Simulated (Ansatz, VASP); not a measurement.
Given: the input of a run of VASP 6.6.1 on BeTe.

The input INCAR:

```
SYSTEM = BeTe
PREC = Accurate
ENCUT = 520
EDIFF = 1E-7
ISMEAR = 0
SIGMA = 0.018000000000000002
LREAL = .FALSE.
LASPH = .TRUE.
NELM = 80
ALGO = Normal
ISIF = 2
LWAVE = .FALSE.
LCHARG = .TRUE.
GGA = PE
LELF = .TRUE.
LVHAR = .TRUE.
NBANDS = 11
```

The input KPOINTS:

```
regular mesh
0
G
  8 8 8
  0 0 0
```

The input POSCAR:

```
BeTe
1.0
    0.0000000000      2.7700000000      2.7700000000
    2.7700000000      0.0000000000      2.7700000000
    2.7700000000      2.7700000000      0.0000000000
Te Be
1 1
Direct
    0.7500000000      0.7500000000      0.7500000000
    0.0000000000      0.0000000000      0.0000000000
```

Potentials or basis: VASP PAW PBE potentials, release 64 (Te, Be).

Launch:

```sh
$ cat potpaw_PBE.64/Te/POTCAR potpaw_PBE.64/Be/POTCAR > POTCAR
$ mpirun -np 1 vasp_std > vasp.out
```

Question: Set up the same calculation for Ansatz 0.2.0. Potentials there: Ansatz PAW.

Answer: As run (the cutoff follows the program's own potentials):

The input input.yaml:

```yaml
crystal:
  lattice:
    - [0.0, 2.77, 2.77]
    - [2.77, 0.0, 2.77]
    - [2.77, 2.77, 0.0]
  atoms:
    - { symbol: Te, position: [0.75, 0.75, 0.75] }
    - { symbol: Be, position: [0.0, 0.0, 0.0] }
hamiltonian:
  xc: pbe
  pseudopotentials: { kind: paw }
kpoints:
  mp_grid: { grid: [8, 8, 8] }
scf:
  occupations: { method: gaussian, width: 0.018 }
output:
  forces: true
  stress: true
  eigenvalues: true
```

Potentials or basis: Ansatz PAW.

Launch:

```bash
$ ansatz run input.yaml --threads 2 --pin off --max-ram 5632MiB --backend cpu --events-out ev --progress --plain --runs-dir out
```

Both were run:

|  | VASP | Ansatz | Ansatz less VASP |
| --- | --- | --- | --- |
| gap on the k mesh at the Fermi level (eV) | 1.85 | 1.86 | +0.016 |
| least direct gap on the mesh (eV) | 3.56 | 3.59 | +0.022 |
| pressure (GPa) | 4.5 | 4.3 | -0.18 |

With one functional, cell and mesh, what is left measures potentials, basis and numerics. The two sets of potentials don't hold the same shells in valence.

Caveats: spin-orbit coupling is left out, which moves the levels of the heavy elements. Expect the measured gap to be larger: semilocal functionals such as PBE lack the derivative discontinuity. A k mesh can miss the band edges.
